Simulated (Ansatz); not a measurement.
A nudged elastic band was laid between two geometries of a periodic cell of 15 atoms, Zn7O8 (host ZnO, host structure P6_3mc, one Zn atom removed).

These are results of DFT PBEsol, scalar-relativistic, plane waves, PAW (Ansatz), not measurements. Settings: PAW set soft_1, cutoff 420 eV, k mesh 2x2x2, fermi-dirac smearing 0.05 eV, no spin polarisation.

```json
{
 "movable images": "5",
 "climbing image": "yes",
 "spring": "5.0 eV/Å²",
 "optimiser": "quadratic models (default)",
 "start path": "straight line",
 "force threshold": "0.05 eV/Å",
 "iteration limit": "32",
 "end points": "relaxed"
}
```

Initial state:

```xyz
15
Lattice="-3.2374 -5.6073 0.0000 4.8560 -2.8036 0.0000 0.0000 0.0000 5.2221" Properties=species:S:1:pos:R:3
Zn 1.607 -4.679 2.611
Zn -0.023 -3.752 0.038
O 1.623 -4.665 4.584
O 0.179 -3.619 1.934
Zn 0.008 -1.868 2.645
Zn 3.230 -3.729 0.022
O -0.001 -1.863 4.606
O 3.265 -3.749 2.007
Zn 3.242 -1.848 2.611
Zn 1.624 -0.899 0.038
O 3.238 -1.869 4.584
O 1.609 -1.140 1.934
Zn 1.649 -6.554 0.016
O -1.612 -4.671 4.770
O 1.432 -6.429 1.915
```

Final state:

```xyz
15
Lattice="-3.2374 -5.6073 0.0000 4.8560 -2.8036 0.0000 0.0000 0.0000 5.2221" Properties=species:S:1:pos:R:3
Zn 1.628 -4.678 2.624
Zn -0.006 -3.735 0.025
O 1.593 -4.658 4.608
O 0.004 -3.740 1.985
Zn 0.025 -1.851 2.639
Zn 3.251 -3.727 -0.010
O -0.177 -1.985 4.534
O 3.234 -3.742 1.963
Zn 3.208 -1.852 2.616
Zn 1.615 0.904 -2.583
O 3.427 -1.978 4.516
O 1.613 -0.931 2.148
Zn 1.616 -6.559 -0.010
O -1.607 -4.462 4.534
O 1.620 -6.537 1.963
```

Q: What changes between the two ends?

A: Contacts lost: O7–Zn10, Zn10–O11. Contacts made: O4–Zn10, Zn10–O15. The atom that moves furthest is Zn10, by 3.18 Å.

Q: Give the energies along the band, and the barrier.

A: It converged. The highest image is number 4 of 0 to 6, 1.14 eV above the ends, which have the same energy within 2 meV. The profile has 2 maxima (images 1, 4) with wells between them (image 2): this band takes more than one step, which may be the mechanism or a detour left from its start path. By the program's own check the climbing image is a first-order saddle point (lowest curvatures found: -2.00 and 0.54 eV/Å²). Limits of this set-up: coarse k mesh, PAW files made for another functional.

```
image  path coordinate (Å)  energy (eV)  O7–Zn10 (Å)  Zn10–O11 (Å)  O4–Zn10 (Å)
    0                 0.00         0.00         2.00          2.00         3.62
    1                 0.55         0.51         1.95          1.95         3.99
    2                 1.11         0.49         2.01          2.01         3.95
    3                 1.66         0.84         2.15          2.32         3.50
    4                 2.22         1.14         2.54          2.80         3.04
    5                 2.96         0.61         3.22          3.35         2.35
    6                 3.70         0.00         3.62          3.58         2.00
```

Q: What is the geometry of the highest image?

A: 
```xyz
15
Lattice="-3.2374 -5.6073 0.0000 4.8560 -2.8036 0.0000 0.0000 0.0000 5.2221" Properties=species:S:1:pos:R:3:forces:R:3
Zn 1.605 -4.745 2.626 0.00 0.00 0.00
Zn 0.076 -3.544 0.050 0.01 0.00 0.01
O 1.604 -4.564 4.583 0.00 0.00 0.00
O 0.106 -3.776 1.936 0.00 0.01 0.00
Zn -0.101 -2.043 2.616 0.00 -0.02 -0.01
Zn 3.265 -3.657 -0.043 0.00 0.00 0.01
O -0.018 -1.758 4.527 0.00 0.01 -0.01
O 3.230 -3.834 1.928 0.00 0.00 -0.01
Zn 3.275 -1.969 2.554 0.00 0.01 0.00
Zn 1.543 -0.003 -1.670 -0.02 0.01 -0.01
O 3.400 -1.872 4.500 0.02 -0.02 -0.01
O 1.575 -1.157 2.173 0.01 0.00 0.02
Zn 1.571 -6.445 0.063 -0.01 0.01 0.01
O -1.591 -4.240 4.664 0.02 -0.01 0.00
O 1.512 -6.525 1.965 -0.01 0.00 0.00
```

Run time: 12 min on 1 thread of Arm Neoverse V2, on a shared host, peak memory 0.76 GiB.
